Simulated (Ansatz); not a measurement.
# MgS: stress in a strained cell

Aim: deform MgS (z strained by +4 % at fixed volume) and compute stress, forces and field gradients with LAPW, PAW and all-electron datasets made for the crystal.

Computed with Ansatz 0.2.0 (DFT PBE, scalar-relativistic, unless a step's input says otherwise).

## Step 1: The system as given

It takes space group Fm-3m (No. 225, cubic). Conventional cell: a = 5.203 Å, b = 5.203 Å, c = 5.203 Å, α = 90.00°, β = 90.00°, γ = 90.00°. Mg (site symmetry m-3m) has 6 S at 2.60 Å as nearest neighbours. Around S (site symmetry m-3m) lie 6 Mg at 2.60 Å.

As a file:

```cif
data_structure
_symmetry_space_group_name_H-M 'P 1'
_symmetry_Int_Tables_number 1
_cell_length_a 3.6793
_cell_length_b 3.6793
_cell_length_c 3.6793
_cell_angle_alpha 60.000
_cell_angle_beta 60.000
_cell_angle_gamma 60.000
_cell_volume 35.22
loop_
_atom_site_label
_atom_site_type_symbol
_atom_site_fract_x
_atom_site_fract_y
_atom_site_fract_z
_atom_site_occupancy
Mg1 Mg 0.00000 0.00000 0.00000 1
S1 S 0.50000 0.50000 0.50000 1
```

Atoms are numbered in the order of the input: Mg1, S2.

## Step 2: After the deformation

Space group Fm-3m before, I4/mmm after.

## Step 3: All-electron LAPW

Contents of input.yaml:

```yaml
crystal:
  lattice:
    - [0.0, 2.5511277149, 2.705716]
    - [2.5511277149, 0.0, 2.705716]
    - [2.5511277149, 2.5511277149, 0.0]
  atoms:
    - { symbol: Mg, position: [0.0, 0.0, 0.0] }
    - { symbol: S, position: [0.5, 0.5, 0.5] }
kpoints:
  mp_grid: { grid: [10, 10, 10] }
scf:
  occupations: { method: fermi_dirac, width: 0.03 }
hamiltonian:
  xc: pbe
  pseudopotentials: { kind: all_electron, lapw: { basis_error: 0.00025 } }
output:
  forces: true
  stress: true
  eigenvalues: true
```

Started as:

```console
> ansatz run input.yaml --threads 1 --pin off --max-ram 2048MiB --backend cpu --events-out ev --progress --plain --runs-dir out
```

## Step 4: PAW on the default files

input.yaml: that of step 3 with these lines changed.

```diff
@@ -14,3 +14,3 @@
   xc: pbe
-  pseudopotentials: { kind: all_electron, lapw: { basis_error: 0.00025 } }
+  pseudopotentials: { kind: paw }
 output:
@@ -19 +19,2 @@
   eigenvalues: true
+  efg: { contact_densities: true }
```

## Step 5: Datasets made for this crystal

input.yaml: that of step 4 with these lines changed.

```diff
@@ -14,3 +14,3 @@
   xc: pbe
-  pseudopotentials: { kind: paw }
+  pseudopotentials: { kind: all_electron, datasets: crystal }
 output:
```

(Steps that only read results are left out.)

Before running it: what results should come out? Wanted: pressure; largest shear or deviatoric stress.

As calculated:

| quantity | value |
| --- | --- |
| pressure | LAPW 1.69, PAW 1.70, crystal datasets 1.69 GPa |
| largest shear or deviatoric stress (LAPW) | 3.87 GPa |

What this shows: The largest part of the stress beyond the pressure is 3.87 GPa in size, in the zz component; the atoms are carried along and not relaxed. No run of the undeformed cell stands beside it, so the pressure holds what the given cell had before the change. PAW: stress within 0.03 GPa of LAPW. Crystal datasets: stress within 0.01 GPa of LAPW.
